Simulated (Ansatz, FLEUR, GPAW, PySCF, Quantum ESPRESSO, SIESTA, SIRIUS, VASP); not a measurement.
## SnTe: 9 runs at one level of theory

```
Te Sn
1.0
     0.00000    3.15085    3.15085
     3.15085    0.00000    3.15085
     3.15085    3.15085    0.00000
Te Sn
1 1
Direct
  0.50000 0.50000 0.50000
  0.00000 0.00000 0.00000
```

Alike in all runs: task equation of state; functional PBEsol; k mesh 7 × 7 × 7; occupations fermi-dirac, width 0.05 eV; no spin polarisation; no spin-orbit coupling.

| program and potentials | plane-wave cutoff (eV) | notes | equilibrium volume (Å³/atom) | bulk modulus (GPa) |
| --- | --- | --- | --- | --- |
| Ansatz, Ansatz PAW | 420 | potentials made for PBE, which Ansatz adapts in part | 31.03 | 46.8 |
| Ansatz, all-electron LAPW, scalar-relativistic | - | - | 31.03 | 46.8 |
| Quantum ESPRESSO, GBRV 1.5 PBEsol | 925 | - | 30.93 | 47.0 |
| SIRIUS, PseudoDojo 0.4.1 PBEsol standard (scalar relativistic) | 1102 | - | ? | ? |
| SIESTA, files PseudoDojo sr-pbesol-0.4.1-standard, DZP (energy shift 0.003 Ry; two zetas on semicore shells) | - | atomic basis | 31.50 | 47.1 |
| PySCF, DZVP-MOLOPT-SR/GTH-PBE (potentials made for PBE) | - | atomic basis; potentials made for PBE | 32.54 | 44.1 |
| GPAW, PAW data sets generated for this functional | 600 | - | 30.85 | 47.1 |
| FLEUR, all-electron, FLAPW | - | - | 31.04 | 46.8 |
| VASP, PBE PAW files Sn_d, Te, 520 eV | 520 | potentials made for PBE | 31.05 | 46.9 |

**Question.** Estimate from the other rows what the run with SIRIUS, PseudoDojo 0.4.1 PBEsol standard (scalar relativistic) gave.

**Answer.** Equilibrium volume 31.08 Å³/atom; bulk modulus 47.0 GPa. The other rows, which needn't bracket it: equilibrium volume 30.85 to 32.54; bulk modulus 44.1 to 47.1.
